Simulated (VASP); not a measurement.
A run of VASP 6.6.1 is set up as follows.

Contents of INCAR:

```
  PREC = Accurate
  ENCUT = 520
  EDIFF = 1E-7
  ISMEAR = 1
  SIGMA = 0.15
  LREAL = False
  LASPH = True
  NELM = 100
  ALGO = Normal
  ISIF = 2
  LWAVE = False
  LCHARG = False
  GGA = PE
  NBANDS = 16
```

The input KPOINTS:

```
regular mesh
0
Gamma
  6 6 2
```

Contents of POSCAR:

```
BN
1.0
    1.2637452600      2.1888710000      0.0000000000
   -1.2637470000      2.1888720100      0.0000000000
    0.0000000000      0.0000000000      6.5655160000
B N
2 2
Direct
   -0.0104027287     -0.0179050071      0.5049449274
    0.3474815131      0.3331751649      0.0009621483
    0.0239296934     -0.0070607198     -0.0003535137
    0.3355168317      0.3127903020      0.4941349621
```

Potentials or basis: VASP PAW PBE potentials, release 64 (B, N).

Launch:

```bash
$ cat potpaw_PBE.64/B/POTCAR potpaw_PBE.64/N/POTCAR > POTCAR
$ mpirun -np 1 vasp_std > vasp.out
```

Problem. What does it give for the largest force?

Solution. 1.469 eV/Å.

Problem. What does it give for the band gap on the k mesh?

Solution. 4.08 eV, indirect (least direct gap 4.40 eV).

Problem. What does it give for the pressure?

Solution. -3.0 GPa.

Stress tensor (GPa, compression positive):
```
-5.21 -0.04  0.26
-0.04 -6.49  0.25
 0.26  0.25  2.82
```

Caveat: the k mesh is coarse (spacing up to 0.48 Å⁻¹), so the values aren't converged; forces of over 1 eV/Å show positions far from the minimum, so gaps and moduli don't describe the material at rest. A k mesh can miss the band edges.
